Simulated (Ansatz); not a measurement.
CdS built on the h-MgO prototype, relaxed with r2SCAN in Ansatz 0.2.0. The symmetry is P6_3/mmc (No. 194, hexagonal); a = 4.409 Å, c = 5.748 Å in the conventional setting, 24.19 Å³ an atom. Cd is surrounded by 5 S at 2.55–2.87 Å; S is surrounded by 5 Cd at 2.55–2.87 Å.

The axes x, y and z are those of this cell:
```
Cd S
1.0
     4.40853    0.00000    0.00000
    -2.20426    3.81790    0.00000
     0.00000    0.00000    5.74812
Cd S
2 2
Direct
  0.33333 0.66667 0.25000
  0.66667 0.33333 0.75000
  0.66667 0.33333 0.25000
  0.33333 0.66667 0.75000
```

Unstrained: With PBE the valence top lies at H and the conduction bottom at Γ, 1.000 eV higher; the smallest vertical gap, at Γ, is 1.275 eV. With r2SCAN the valence top lies at H and the conduction bottom at Γ, 1.479 eV higher; the smallest vertical gap, at Γ, is 1.748 eV. HSE06 gives an indirect gap of 2.072 eV, from H to Γ; the least direct gap is 2.350 eV at Γ. Meshes: PBE 6×6×4, r2SCAN 6×6×4, HSE06 6×6×4. Strains are changes of length per length. After each strain the atoms were relaxed again with r2SCAN within the symmetry that the strain leaves, so tilts or polar shifts that break it weren't tested; points keep the names that they have in the unstrained zone. The cell comes from a prototype generator: it can be a known phase or a hypothetical one. Spin polarisation is off.

Question: Estimate what uniaxial +2.55 % along z, other directions held does to the gap.

Answer: PBE: the gap goes from 1.000 to 1.078 eV (+0.078 eV). r2SCAN: the gap goes from 1.479 to 1.582 eV (+0.103 eV). The r2SCAN energy rises by 3.5 meV an atom.

Spin-orbit coupling is left out.

The meshes of the hybrids are coarse, so their gaps aren't converged to the digits shown.
